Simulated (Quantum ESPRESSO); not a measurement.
**Zn under changes of volume**

One of the cells (15.451 Å³/atom); the others are scaled copies at fixed shape and fractional positions:

```
CELL_PARAMETERS angstrom
-1.56904 1.56904 1.56904
1.56904 -1.56904 1.56904
1.56904 1.56904 -1.56904
ATOMIC_POSITIONS crystal
Zn 0.00000 0.00000 0.00000
```

This isn't the form of Zn at room conditions, which is hcp.

```yaml
Program: Quantum ESPRESSO 7.5
Functional: PBE
Potentials_or_basis: SSSP 1.3 efficiency PBE
Cutoff: 748 eV
Density_cutoff: 5987 eV
k_mesh: 12 × 12 × 12
Occupations: fermi-dirac, width 0.05 eV
Spin: no spin polarisation
```

| volume (Å³/atom) | energy over the lowest point (meV/atom) | pressure (GPa) |
| --- | --- | --- |
| 14.524 | ? | ? |
| 14.833 | 4.23 | 2.2 |
| 15.142 | 0.84 | 0.8 |
| 15.451 | 0.00 | -0.5 |
| 15.760 | 1.51 | -1.6 |
| 16.069 | 5.13 | -2.6 |
| 16.378 | 10.55 | -3.5 |

**Question.** What does the run at 14.524 Å³/atom give?

**Answer.** Energy over the lowest point 10.44 meV/atom; pressure 3.9 GPa.

Worked out: A Birch-Murnaghan fit of order 3 (a polynomial in V^(-2/3)) to the other rows has its minimum at 15.40 Å³/atom with B0 = V·E''(V) = 61 GPa and B' = 4.6. It gives 10.56 meV/atom at 14.524 Å³/atom, against the run's 10.44, and -dE/dV = 4.1 GPa, against 3.9.

Energies are extrapolated to zero smearing.
